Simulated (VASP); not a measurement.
Set up this calculation in VASP 6.6.1, as the native input.

| Item | Value |
| --- | --- |
| Task | single point |
| Functional | PBEsol |
| Potentials or basis | VASP PAW PBE potentials, release 64 (Mg, O) |
| Cutoff | 520 eV |
| k mesh | 9 × 9 × 6 |
| Occupations | gaussian, width 0.05 eV |
| Spin | no spin polarisation |
| Dipole correction | no |
| Further INCAR settings | ALGO = Normal; EDIFF = 1e-07; NBANDS = 16 |

The structure of MgO lies in POSCAR:

```
MgO
1.0
    3.4919221997      0.0000000000      0.0000000000
   -1.7459610999      3.0240933330      0.0000000000
    0.0000000000      0.0000000000      4.4712249954
Mg O
2 2
Direct
    0.3333333333      0.6666666667      0.0021597400
    0.6666666667      0.3333333333      0.5021597400
    0.3333333333      0.6666666667      0.4024402600
    0.6666666667      0.3333333333      0.9024402600
```

Measurements of this composition are mostly on another form, of space group No. 225.

These files were run (other wordings do the same):

INCAR

```
PREC = Accurate ; ENCUT = 520
EDIFF = 1E-7 ; ISMEAR = 0
SIGMA = 0.05 ; LREAL = F
LASPH = T ; NELM = 80
ALGO = Normal ; ISIF = 2
LWAVE = F ; LCHARG = F
GGA = PS ; NBANDS = 16
```

KPOINTS

```
regular mesh
0
Gamma
  9 9 6
```

Potentials or basis: VASP PAW PBE potentials, release 64 (Mg, O).

Launch:

```console
$ cat potpaw_PBE.64/Mg/POTCAR potpaw_PBE.64/O/POTCAR > POTCAR
$ mpirun -np 1 vasp_std > vasp.out
```

It gave:

```json
{
  "Pressure": "3.4 GPa",
  "Largest force": "2.754 eV/Å",
  "Band gap on the k mesh": "3.18 eV, direct"
}
```

Caveat: the PAW data sets were made with another functional, which shifts forces and pressure a little; an odd mesh through Γ misses points on the zone boundary, where band edges often lie.

Run time: 70 s on 1 thread of AMD EPYC 7R43 64-Core Processor (Zen 3), on a shared host, peak memory 0.14 GiB.
